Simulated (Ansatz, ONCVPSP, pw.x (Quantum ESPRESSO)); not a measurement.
## What a changed setting does to a pw.x run (fcc W)

Potential: optimised norm-conserving Vanderbilt (ONCV), ONCVPSP 4.0.1.1 (patched build), PBE; core [Kr] 4d10 4f14, reference 5s2 5p6 5d4.5 6s1.5; waves: 5s+6s: rc 1.90 bohr, ncon 5, nbas 9, qcut 7.2 1/bohr, 3 projectors, debl 3.6 Ha; 5p: rc 1.60 bohr, ncon 4, nbas 8, qcut 7.1 1/bohr, 2 projectors, debl 3.3 Ha; 5d: rc 1.65 bohr, ncon 5, nbas 10, qcut 6.6 1/bohr, 1 projector; local part: polynomial inside 1.45 bohr (lpopt 5, dvloc0 0 Ha); core correction: none.

The reference run (k-mesh 14³, cutoffs 60/240 Ry, Fermi–Dirac 0.01 Ry, mixing_beta 0.4, conv_thr 1e-9, no spin) gives -2.89 GPa at 16.478 Å³/atom, where all-electron LAPW gives -0.06 GPa. This run, with its own iteration cap, changes k-mesh points per axis to 8.

```
&control
  calculation='scf', prefix='x', pseudo_dir='./', outdir='./tmp', tstress=.true., disk_io='none'
/
&system
  ibrav=0, nat=1, ntyp=1, ecutwfc=60, ecutrho=240, nbnd=15,
  occupations='smearing', smearing='fd', degauss=0.01
/
&electrons
  conv_thr=1e-09, mixing_beta=0.4, electron_maxstep=50
/
ATOMIC_SPECIES
W 1.0 W.UPF
CELL_PARAMETERS angstrom
  0.00000000 2.01972156 2.01972156
  2.01972156 0.00000000 2.01972156
  2.01972156 2.01972156 0.00000000
ATOMIC_POSITIONS crystal
W 0.0000 0.0000 0.0000
K_POINTS automatic
8 8 8 0 0 0
```

```bash
pw.x < W.scf.in > W.scf.out
```

Task: How does the run end?

Result: It converges in 7 iterations; the free energy moves by -12.9 meV/atom and the pressure by +0.02 GPa.

```
Message from routine setup:
     using ibrav=0 with symmetry is DISCOURAGED, use correct ibrav instead
     lattice parameter (alat)  =       5.3977  a.u.
     unit-cell volume          =     111.1991 (a.u.)^3
     number of electrons       =        14.00
     number of Kohn-Sham states=           15
     kinetic-energy cutoff     =      60.0000  Ry
     charge density cutoff     =     240.0000  Ry
     scf convergence threshold =      1.0E-09
     Exchange-correlation= PBE
     number of k points=    29  Fermi-Dirac smearing, width (Ry)=  0.0100
     iteration #  1     ecut=    60.00 Ry     beta= 0.40
     total energy              =    -136.92247709 Ry
     estimated scf accuracy    <       0.07097913 Ry
     iteration #  2     ecut=    60.00 Ry     beta= 0.40
     total energy              =    -136.92296948 Ry
     estimated scf accuracy    <       0.01065358 Ry
     iteration #  3     ecut=    60.00 Ry     beta= 0.40
     total energy              =    -136.92431191 Ry
     estimated scf accuracy    <       0.00054013 Ry
     iteration #  4     ecut=    60.00 Ry     beta= 0.40
     total energy              =    -136.92434188 Ry
     estimated scf accuracy    <       0.00001339 Ry
     iteration #  5     ecut=    60.00 Ry     beta= 0.40
     total energy              =    -136.92434580 Ry
     estimated scf accuracy    <       0.00000048 Ry
     iteration #  6     ecut=    60.00 Ry     beta= 0.40
     total energy              =    -136.92434589 Ry
     estimated scf accuracy    <          7.4E-09 Ry
     iteration #  7     ecut=    60.00 Ry     beta= 0.40
     the Fermi energy is    21.0374 ev
!    total energy              =    -136.92434589 Ry
     estimated scf accuracy    <          3.9E-10 Ry
     smearing contrib. (-TS)   =      -0.00523566 Ry
     The total energy is F=E-TS. E is the sum of the following terms:
     one-electron contribution =     -20.72425299 Ry
     hartree contribution      =      16.79903528 Ry
     xc contribution           =     -15.27071316 Ry
     ewald contribution        =    -117.72317937 Ry
     convergence has been achieved in   7 iterations
          total   stress  (Ry/bohr**3)                   (kbar)     P=      -28.75
     Message from routine punch:
     Nothing written, as per user request (disk_io='none')
```

The run took about 3.4 s on one core of a shared host (Intel(R) Xeon(R) 6975P-C, 192 threads, 1512 GiB, load 48).
